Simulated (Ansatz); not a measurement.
Base system: LaAlO3 in the cubic perovskite structure (space group Pm-3m, No. 221).

```xyz
5
Lattice="3.8124 0.0000 0.0000 0.0000 3.8124 0.0000 0.0000 0.0000 3.8124" Properties=species:S:1:pos:R:3 pbc="T T T"
La     0.0000     0.0000     0.0000
Al     1.9062     1.9062     1.9062
O      0.0000     1.9062     1.9062
O      1.9062     1.9062     0.0000
O      1.9062     0.0000     1.9062
```

Cartesian axes are those of the cell as printed.

Method: plane-wave PAW DFT at the PBE level (Ansatz, a program for electronic structure, 420 eV), spin-orbit coupling left out.

Base values:

- Band gap: 3.50 eV
- Pressure: 0.01 GPa

The change: biaxial strain −0.78 %, plane normal [001], relaxed out of plane (Cartesian); in-plane vectors clamped, the third vector and the atoms free.

Task: Estimate the effect on the electron mass, band gap and pressure.

Result: The electron mass amounts to 0.48 mₑ out of plane, 0.61 mₑ in plane (at Γ); the band gap shrinks by 0.16 eV to 3.34 eV; the pressure (mean of the normal stresses, compression positive) rises by 1.925 GPa to 1.93 GPa.

Masses are band curvatures over ±0.01 Å⁻¹ around the edge. Stability against distortions was not tested. Many cubic perovskites are stable only at high temperature; tilts and polar distortions were not tested.
